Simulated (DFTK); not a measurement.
Zr:

```
Zr
1.0
     3.23200    0.00000    0.00000
    -1.61600    2.79899    0.00000
     0.00000    0.00000    5.14700
Zr
2
Direct
  0.66667 0.33333 0.75000
  0.33333 0.66667 0.25000
```

Base run:

| Property | Result |
| --- | --- |
| Program | DFTK 0.8.2 |
| Functional | PBE |
| Potentials or basis | SPMS 1.0 (PBE) |
| Cutoff | 1225 eV |
| k mesh | 9 × 9 × 5 |
| Occupations | fermi-dirac, width 0.05 eV |
| Spin | no spin polarisation |

Its results: band gap on the k mesh none (metal or under the smearing width); pressure 0.7 GPa.

Problem. The run is repeated on the same cell with these changes: functional from PBE to PBEsol; potentials or basis from SPMS 1.0 (PBE) to dojo.nc.sr.pbesol.v0_4_1.standard.upf (PBEsol); cutoff from 1225 eV to 898 eV. What comes out?

Solution. Band gap on the k mesh none (metal or under the smearing width); pressure -3.2 GPa.
